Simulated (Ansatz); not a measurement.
Input and command of a plane-wave DFT calculation in Ansatz:

```yaml
crystal:
  lattice:
    - [4.356289964, 0.0, 0.0]
    - [0.0, -4.356289964, 0.0]
    - [0.0, 0.0, -4.356289964]
  atoms:
    - { symbol: Si, position: [0.0, 0.0, 0.0] }
    - { symbol: Si, position: [0.5, 0.5, 0.0] }
    - { symbol: Si, position: [0.5, 0.0, 0.5] }
    - { symbol: Si, position: [0.0, 0.5, 0.5] }
    - { symbol: C, position: [0.75, 0.75, 0.7086804365] }
    - { symbol: C, position: [0.25, 0.25, 0.75] }
    - { symbol: C, position: [0.25, 0.75, 0.25] }
    - { symbol: C, position: [0.75, 0.25, 0.25] }
basis:
  ecutwfc: 500
kpoints:
  mp_grid: { grid: [6, 6, 6] }
hamiltonian:
  xc: r2scan
scf:
  occupations: { method: gaussian, width: 0.05 }
output:
  forces: true
  stress: true
  eigenvalues: true
```

```bash
ansatz run input.yaml --threads 1 --pin off --max-ram 2560MiB --backend cpu --events-out ev --progress --plain --runs-dir out
```

Processor: Intel(R) Xeon(R) Platinum 8259CL CPU @ 2.50GHz (Skylake/Cascade Lake), 1 thread, on a host shared with other jobs.

How long does it run, and how much memory does it take?

About 24 s on 1 thread of Intel(R) Xeon(R) Platinum 8259CL CPU @ 2.50GHz (Skylake/Cascade Lake), with other jobs on the host, peak memory 0.52 GiB. It solves 24 bands at 52 k points (the mesh reduced by symmetry) with about 2103 plane waves, in 7 SCF iterations.
